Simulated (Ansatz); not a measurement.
## Ionic part of the dielectric constant of BN at -1 GPa, mode by mode

The calculation used DFT LDA, scalar-relativistic, plane waves, PAW (Ansatz 0.2.0). Plane waves to 420 eV; Γ-centred k mesh 12×12×12; fixed occupations. No spin polarisation. Phonons by linear response, acoustic sum rule imposed.

Symmetry: R3m, No. 160, trigonal system. Conventional cell: a = 2.491 Å, b = 2.491 Å, c = 10.146 Å, α = 90.00°, β = 90.00°, γ = 120.00°. B (site symmetry 3m) has 3 N at 1.44 Å as nearest neighbours. N (site symmetry 3m) has 3 B at 1.44 Å as nearest neighbours.

The crystal is built of layers and no dispersion correction was added, so the binding between them is poorly described, and with it their spacing and whatever depends on it.

The primitive cell has V = 18.17 Å³ and ε∞,yy = 4.770. Each polar mode adds Δε = (4.92064×10⁷/V)·S/ν² along y, with S its oscillator strength in e²/amu, ν in cm⁻¹ and V in Å³.

Q: From these modes, find each Δε and ε0,yy.
```csv
ν (cm⁻¹),S_yy (e²/amu)
768.4,0.00023
1381.8,0.2959
1381.8,0.8917
```

A:
```tsv
ν (cm⁻¹)	Δε
768.4	0.00
1381.8	0.42
1381.8	1.26
```

The sum is 1.685, so ε0,yy = 6.46; the run's tensor has 6.46.

This form isn't the usual stable structure of the compound.

Cost: 1 run of about 0.98 core-minutes, on Intel Xeon Platinum 8488C (Sapphire Rapids) (shared hosts).